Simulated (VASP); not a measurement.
# CaO in VASP: one cell, several levels of theory

What does VASP give for CaO (rocksalt), under -5.0 % equal strain in all directions, the cell held fixed? Runs: PBE, r2SCAN. The results are then set beside those of Ansatz 0.2.0 for the same cell.

Code: VASP 6.6.1. PAW datasets, plane waves. Computed at 0 K without zero-point motion; spin polarisation is off.

### 1 The structure to begin with

The cell comes from an earlier relaxation with r2SCAN in another program.

Space group Fm-3m (No. 225), cubic; a = 4.555 Å in the conventional setting, 11.82 Å³ an atom. Ca has 6 O at 2.28 Å; O has 6 Ca at 2.28 Å.

As a file:

```cif
data_structure
_symmetry_space_group_name_H-M 'Fm-3m'
_symmetry_Int_Tables_number 225
_cell_length_a 4.5553
_cell_length_b 4.5553
_cell_length_c 4.5553
_cell_angle_alpha 90.000
_cell_angle_beta 90.000
_cell_angle_gamma 90.000
_cell_volume 94.53
loop_
_atom_site_label
_atom_site_type_symbol
_atom_site_symmetry_multiplicity
_atom_site_Wyckoff_symbol
_atom_site_fract_x
_atom_site_fract_y
_atom_site_fract_z
_atom_site_occupancy
Ca1 Ca 4 a 0.00000 0.00000 0.00000 1
O1 O 4 b 0.50000 0.00000 0.00000 1
```

### 2 Single point with PBE

The input, INCAR:

```
ENCUT = 520.000000
SIGMA = 0.020000
EDIFF = 1.00e-07
GGA = PE
PREC = Accurate
IBRION = -1
ISIF = 2
ISMEAR = -1
NBANDS = 15
NELM = 120
NSW = 0
LASPH = .TRUE.
LCHARG = .TRUE.
LELF = .TRUE.
LWAVE = .FALSE.
LREAL = .FALSE.
```

The input, KPOINTS:

```
KPOINTS created by Atomic Simulation Environment
0
Gamma
10 10 10
0 0 0
```

The input, KPOINTS_OPT:

```
special points
7
Reciprocal
0.0000000000 0.0000000000 0.0000000000 1
0.5000000000 0.0000000000 0.5000000000 1
0.6250000000 0.2500000000 0.6250000000 1
0.3750000000 0.3750000000 0.7500000000 1
0.5000000000 0.5000000000 0.5000000000 1
0.5000000000 0.2500000000 0.7500000000 1
0.0000000000 0.5000000000 0.5000000000 1
```

The input, POSCAR:

```
Ca O
 1.0000000000000000
     0.0000000000000000    2.2776726047000002    2.2776726047000002
     2.2776726047000002    0.0000000000000000    2.2776726047000002
     2.2776726047000002    2.2776726047000002    0.0000000000000000
 Ca  O
   1   1
Cartesian
  0.0000000000000000  0.0000000000000000  0.0000000000000000
  2.2776726047000002  2.2776726047000002  2.2776726047000002
```

The run uses the recommended PBE PAW datasets (16 valence electrons a neutral cell).

Launch:

```console
$ mpirun -np 1 vasp_std
```

### 3 Single point with r2SCAN

The input, INCAR:

```
ENCUT = 520.000000
SIGMA = 0.010000
EDIFF = 1.00e-07
ALGO = Normal
METAGGA = R2SCAN
PREC = Accurate
IBRION = -1
ISIF = 2
ISMEAR = 0
NBANDS = 15
NELM = 120
NSW = 0
LASPH = .TRUE.
LCHARG = .FALSE.
LWAVE = .FALSE.
LREAL = .FALSE.
```

KPOINTS is that of step 2.

KPOINTS_OPT is that of step 2.

POSCAR is that of step 2.

**Question.** What will these runs give? Wanted: for each run, gap; pressure; Ansatz: gap; Ansatz: pressure.

**Answer**, as computed:

```
 level  gap (eV)  pressure (GPa)  Ansatz: gap (eV)  Ansatz: pressure (GPa)
   PBE      3.52           28.46              3.54                   27.24
r2SCAN      4.07           27.14              4.10                   25.09
```

In words: The gap spans 3.52 eV (PBE) to 4.07 eV (r2SCAN). At this one volume the pressure spans 27.1 GPa (r2SCAN) to 28.5 GPa (PBE): PBE wants the largest cell and r2SCAN the smallest. The two programs agree on the gap within 0.04 eV, far less than the spread between functionals. Each program uses its own PAW datasets and cutoff.
